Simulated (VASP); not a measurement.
# SiC (F-43m) in VASP: single point with PBE0

Aim: the single point of SiC with PBE0.

All numbers are computed with VASP 6.6.1; they aren't measurements. Logs are shortened: lines on timing, memory, paths and dates and some standing lists are left out, and cuts for length are marked.

**The experiment to reproduce.**

From “Insight into the structural, elastic and electronic properties of a new orthorhombic 6O-SiC polytype”, 2020, pmc:7200658, for a bulk crystal of SiC: band gap 2.4 eV (indirect).

The runs below are set against these values where they give the same quantity.

**1. The crystal as given**

It takes space group F-43m (No. 216, cubic). Conventional cell: a = 4.358 Å, b = 4.358 Å, c = 4.358 Å, α = 90.00°, β = 90.00°, γ = 90.00°. Around Si (site symmetry -43m) lie 4 C at 1.89 Å. Around C (site symmetry -43m) lie 4 Si at 1.89 Å.

The cell is a database's computed one.

**2. Single point, PBE0**

The input, POSCAR:

```
SiC
1.0
    0.0000000000      2.1791100000      2.1791100000
    2.1791100000      0.0000000000      2.1791100000
    2.1791100000      2.1791100000      0.0000000000
Si C
1 1
Direct
    0.7500000000      0.7500000000      0.7500000000
    0.0000000000      0.0000000000      0.0000000000
```

The input, INCAR.step1:

```
ALGO     = Normal         # electronic algorithm
EDIFF    = 1E-5           # SCF threshold, eV
ENCUT    = 520            # plane-wave cutoff, eV
GGA      = PE             # functional
ISIF     = 2              # what is computed and relaxed
ISMEAR   = 0              # smearing method
LASPH    = True           # aspherical terms in the spheres
LCHARG   = False          # write CHGCAR
LREAL    = False          # projectors in reciprocal space
LWAVE    = True           # write WAVECAR
NELM     = 80             # most SCF steps
PREC     = Accurate       # precision mode
SIGMA    = 0.02           # smearing width, eV
```

The input, INCAR.step2:

```
AEXX     = 0.25           # exact-exchange fraction
ALGO     = Normal         # electronic algorithm
EDIFF    = 1E-6           # SCF threshold, eV
ENCUT    = 520            # plane-wave cutoff, eV
GGA      = PE             # functional
ISIF     = 2              # what is computed and relaxed
ISMEAR   = 0              # smearing method
ISTART   = 1            
LASPH    = True           # aspherical terms in the spheres
LCHARG   = False          # write CHGCAR
LHFCALC  = True           # exact exchange
LREAL    = False          # projectors in reciprocal space
LWAVE    = False          # write WAVECAR
NELM     = 80             # most SCF steps
PREC     = Accurate       # precision mode
PRECFOCK = Fast         
SIGMA    = 0.02           # smearing width, eV
```

The input, KPOINTS:

```
k-points
0
Gamma
  6 6 6
```

Potentials or basis: VASP PAW PBE potentials, release 64 (Si, C).

Started as:

```bash
cat potpaw_PBE.64/Si/POTCAR potpaw_PBE.64/C/POTCAR > POTCAR
cp INCAR.step1 INCAR
mpirun -np 1 vasp_std > vasp.out
cp INCAR.step2 INCAR
mpirun -np 1 vasp_std > vasp.out
```

OUTCAR:

```text
AEXX = 0.25
   EDIFF = 1E-6
   ENCUT = 520
   GGA = PE
   ISIF = 2
   ISMEAR = 0
   ISTART = 1
   LASPH = True
   LHFCALC = True
   LREAL = False
   NELM = 80
   PREC = Accurate
   PRECFOCK = Fast

 ion  position               nearest neighbor table
   1  0.750  0.750  0.750-   2 1.89   2 1.89   2 1.89   2 1.89
   2  0.000  0.000  0.000-   1 1.89   1 1.89   1 1.89   1 1.89

  LATTYP: Found a face centered cubic cell.
 ALAT       =     4.3582200000

  Lattice vectors:

 A1 = (   0.0000000000,   2.1791100000,   2.1791100000)
 A2 = (   2.1791100000,   0.0000000000,   2.1791100000)
 A3 = (   2.1791100000,   2.1791100000,   0.0000000000)

Analysis of symmetry for initial positions (statically):
=====================================================================
 Subroutine PRICEL returns:
 Original cell was already a primitive cell.

 Routine SETGRP: Setting up the symmetry group for a
 face centered cubic supercell.

 Subroutine GETGRP returns: Found 24 space group operations
 (whereof 24 operations were pure point group operations)
 out of a pool of 48 trial point group operations.

The static configuration has the point symmetry T_d .

Analysis of symmetry for dynamics (positions and initial velocities):
=====================================================================
 Subroutine PRICEL returns:
 Original cell was already a primitive cell.

 Routine SETGRP: Setting up the symmetry group for a
 face centered cubic supercell.

 Subroutine GETGRP returns: Found 24 space group operations
 (whereof 24 operations were pure point group operations)
 out of a pool of 48 trial point group operations.

The dynamic configuration has the point symmetry T_d .

 Subroutine INISYM returns: Found 24 space group operations
 (whereof 24 operations are pure point group operations),
 and found     1 'primitive' translations

----------------------------------------------------------------------------------------

                                     Primitive cell

  volume of cell :      20.6951

  direct lattice vectors                    reciprocal lattice vectors
     0.000000000  2.179110000  2.179110000    -0.229451473  0.229451473  0.229451473
     2.179110000  0.000000000  2.179110000     0.229451473 -0.229451473  0.229451473
     2.179110000  2.179110000  0.000000000     0.229451473  0.229451473 -0.229451473

  length of vectors
     3.081726916  3.081726916  3.081726916     0.397421610  0.397421610  0.397421610

  position of ions in fractional coordinates (direct lattice)
     0.750000000  0.750000000  0.750000000
     0.000000000  0.000000000  0.000000000

  ion indices of the primitive-cell ions
   primitive index   ion index
                 1           1
                 2           2

----------------------------------------------------------------------------------------

 KPOINTS: k-points

Automatic generation of k-mesh.
 Grid dimensions read from file:
 generate k-points for:    6    6    6

 Generating k-lattice:

  Cartesian coordinates                     Fractional coordinates (reciprocal lattice)
    -0.038241912  0.038241912  0.038241912     0.166666667  0.000000000  0.000000000
     0.038241912 -0.038241912  0.038241912     0.000000000  0.166666667  0.000000000
     0.038241912  0.038241912 -0.038241912     0.000000000  0.000000000  0.166666667

  Length of vectors
     0.066236935  0.066236935  0.066236935

  Shift w.r.t. Gamma in fractional coordinates (k-lattice)
     0.000000000  0.000000000  0.000000000

 Subroutine IBZKPT returns following result:
 ===========================================

 Found     16 irreducible k-points:

 Following reciprocal coordinates:
            Coordinates               Weight
  0.000000  0.000000  0.000000      1.000000
  0.166667  0.000000  0.000000      8.000000
  0.333333  0.000000  0.000000      8.000000
  0.500000  0.000000  0.000000      4.000000
  0.166667  0.166667  0.000000      6.000000
  0.333333  0.166667  0.000000     24.000000
[... 8 lines left out ...]
 -0.333333  0.333333  0.166667     24.000000
 -0.333333  0.500000  0.166667     12.000000
   k-points           NKPTS =     16   k-points in BZ     NKDIM =    216   number of bands    NBANDS=      8
   number of dos      NEDOS =    301   number of ions     NIONS =      2
   total plane-waves  NPLWV =  13824
   dimension x,y,z NGX =    24 NGY =   24 NGZ =   24
   dimension x,y,z NGXF=    48 NGYF=   48 NGZF=   48
   ions per type =               1   1
   NGX,Y,Z   is equivalent  to a cutoff of  12.95, 12.95, 12.95 a.u.
   NGXF,Y,Z  is equivalent  to a cutoff of  25.89, 25.89, 25.89 a.u.
 SYSTEM =  unknown system
   PREC   = accura    normal or accurate (medium, high low for compatibility)
   ISTART =      1    job   : 0-new  1-cont  2-samecut
   ICHARG =      0    charge: 1-file 2-atom 10-const
   ISPIN  =      1    spin polarized calculation?
   LNONCOLLINEAR =      F non collinear calculations
   LSORBIT =      F    spin-orbit coupling
   LASPH  =      T    aspherical Exc in radial PAW
   ENCUT  =  520.0 eV  38.22 Ry    6.18 a.u.   5.73  5.73  5.73*2*pi/ulx,y,z
   NELM   =     80;   NELMIN=  2; NELMDL=  0     # of ELM steps
   EDIFF  = 0.1E-05   stopping-criterion for ELM
   LREAL  =      F    real-space projection
   EDIFFG = 0.1E-04   stopping-criterion for IOM
   NSW    =      0    number of steps for IOM
   IBRION =     -1    ionic relax: 0-MD 1-quasi-New 2-CG
   NFREE  =      0    steps in history (QN), initial steepest desc. (CG)
   ISIF   =      2    stress and relaxation
   ISYM   =      3    0-nonsym 1-usesym 2-fastsym
   POTIM  = 0.5000    time-step for ionic-motion
   TEBEG  =    0.0;   TEEND  =   0.0 temperature during run
   PSTRESS=    0.0 pullay stress
   NELECT =       8.0000    total number of electrons
   NUPDOWN=      -1.0000    fix difference up-down
   EMIN   =  10.00;   EMAX   =-10.00  energy-range for DOS
   EFERMI =   0.00;   METHOD = LEGACY
   ISMEAR =     0;   SIGMA  =   0.02  broadening in eV -4-tet -1-fermi 0-gaus
   EFERMI_NEDOS =   21; number of points for ismear=-14 and -15
   IALGO  =     38    algorithm
   IMIX   =      1    mixing-type and parameters
     AMIX     =   0.40;   BMIX     =  1.00
     AMIX_MAG =   1.60;   BMIX_MAG =  1.00
  volume/ion in A,a.u.               =      10.35        69.83
  Fermi-wavevector in a.u.,A,eV,Ry     =   1.192566  2.253623 19.350384  1.422213
  Thomas-Fermi vector in A             =   2.328601
   LORBIT       =      0    0 simple, 1 ext, 2 COOP (PROOUT), +10 PAW based schemes
   GGA     = PE    functional components
   LHFCALC =     T    Hartree Fock is set to
   PRECFOCK=fast      Normal, Fast or Accurate (Low or Medium for compatibility)
   ENCUT4O =  -1.0   cutoff for four orbital integrals eV
   NKREDX  =     1    reduce k-point grid by
   NKREDY  =     1    reduce k-point grid by
   NKREDZ  =     1    reduce k-point grid by
   AEXX    =    0.2500 exact exchange contribution
   HFSCREEN=    0.0000 screening length (either q_TF or 0.3 A-1)
   HFSCREENC=   0.0000 screening length for correlation (either q_TF or 0.3 A-1)
   ENCUTFOCK=  -1.0 apply spherical cutoff to Coloumb kernel
   IVDW    =     0    specifies the selected vdW correction
   LEPSILON=     F    determine dielectric tensor
   LRPA    =     F    only Hartree local field effects (RPA)
 non-spin polarized calculation
 Gauss-broadening in eV      SIGMA  =   0.02
  energy-cutoff  :      520.00
  volume of cell :       20.70
 maximum number of plane-waves:       568
  NGX = 14; NGY = 14; NGZ = 14

 number of electron       8.0000001 magnetization

 Free energy of the ion-electron system (eV)
  ---------------------------------------------------
  ext. energy  EPLUGINS =         0.00000000
  ---------------------------------------------------
  free energy    TOTEN  =       -18.47745604 eV

  energy without entropy =      -18.47745604  energy(sigma->0) =      -18.47745604

 E-fermi :   7.2314     XC(G=0):  -8.9490

 val. band max:        7.1053445917   @ k =   0.0000   0.0000   0.0000
 cond. band min:      10.0867095097   @ k =   0.5000   0.5000   0.0000
 fundamental gap:      2.9813649180
 Fermi energy:         7.2313704727

 k-point     1 :       0.0000    0.0000    0.0000
  band No.  band energies     occupation
      1      -9.9268      2.00000
      2       7.1053      2.00000
      3       7.1053      2.00000
      4       7.1053      2.00000
      5      15.4069      0.00000
      6      16.4535      0.00000
      7      16.4535      0.00000
      8      16.4535      0.00000

 k-point     2 :       0.1667    0.0000    0.0000
  band No.  band energies     occupation
      1      -9.3405      2.00000
      2       4.5061      2.00000
      3       6.7447      2.00000
      4       6.7447      2.00000
      5      15.4639      0.00000
      6      17.0262      0.00000
      7      17.0262      0.00000
      8      17.6644      0.00000

 k-point     3 :       0.3333    0.0000    0.0000
  band No.  band energies     occupation
      1      -7.6827      2.00000
      2       0.2875      2.00000
      3       6.1747      2.00000
      4       6.1747      2.00000
      5      14.7652      0.00000
      6      16.8102      0.00000
      7      16.8102      0.00000
      8      19.3509      0.00000
[... 122 lines left out ...]
 k-point    15 :      -0.3333    0.3333    0.1667
  band No.  band energies     occupation
      1      -4.9007      2.00000
      2      -1.0050      2.00000
      3       1.9324      2.00000
      4       3.7130      2.00000
      5      14.1146      0.00000
      6      17.0927      0.00000
      7      19.8007      0.00000
      8      20.6727      0.00000

 k-point    16 :      -0.3333    0.5000    0.1667
  band No.  band energies     occupation
      1      -4.3284      2.00000
      2      -0.9141      2.00000
      3       2.1621      2.00000
      4       2.3495      2.00000
      5      12.8966      0.00000
      6      16.2028      0.00000
      7      20.3090      0.00000
      8      21.7514      0.00000

------------------------ aborting loop because EDIFF is reached ----------------------------------------

  FORCE on cell =-STRESS in cart. coord.  units (eV):
  Direction    XX          YY          ZZ          XY          YZ          ZX
  --------------------------------------------------------------------------------------
  -------------------------------------------------------------------------------------
  Total       -0.2591948     -0.2591948     -0.2591948      0.0000000      0.0000000      0.0000000
  in kB      -20.0664002    -20.0664002    -20.0664002      0.0000000      0.0000000      0.0000000
  external PRESSURE =     -20.0664002 kB  Pullay stress =       0.0000000 kB

 VOLUME and BASIS-vectors are now :
 -----------------------------------------------------------------------------
  energy-cutoff  :      520.00
  volume of cell :       20.70
      direct lattice vectors                 reciprocal lattice vectors
     0.000000000  2.179110000  2.179110000    -0.229451473  0.229451473  0.229451473
     2.179110000  0.000000000  2.179110000     0.229451473 -0.229451473  0.229451473
     2.179110000  2.179110000  0.000000000     0.229451473  0.229451473 -0.229451473

 POSITION                                       TOTAL-FORCE (eV/Angst)
 -----------------------------------------------------------------------------------
      3.26867      3.26867      3.26867        -0.000000      0.000000      0.000000
      0.00000      0.00000      0.00000         0.000000     -0.000000     -0.000000
 -----------------------------------------------------------------------------------
    total drift:                                0.000001     -0.000000      0.000000

  FREE ENERGIE OF THE ION-ELECTRON SYSTEM (eV)
  ---------------------------------------------------
  free  energy   TOTEN  =       -18.4774560398 eV

  energy  without entropy=      -18.4774560398  energy(sigma->0) =      -18.47745604
```

Wall time 39 s (1 thread of Intel Xeon 6975P-C (Granite Rapids), shared host); peak memory 0.13 GiB.

Results:

```yaml
Free_energy: -18.4775 eV
Pressure: -2.0 GPa
Band_gap_on_the_k_mesh: 2.98 eV, indirect (least direct gap 6.49 eV)
```

Caveat: the PAW data sets were made with another functional, which shifts forces and pressure a little.

**3. Against experiment**

Step 2. Measured gap of SiC: 2.4 eV (indirect; quoted in “Insight into the structural, elastic and electronic properties of a new orthorhombic 6O-SiC polytype”, 2020, pmc:7200658). This calculation gives 2.98 eV (+0.58 eV). The value is that of PBE0 on a finite k mesh, which can miss the band edges, without temperature or zero-point motion. The cell is a database's relaxed one, not the measured one, which moves gaps too.
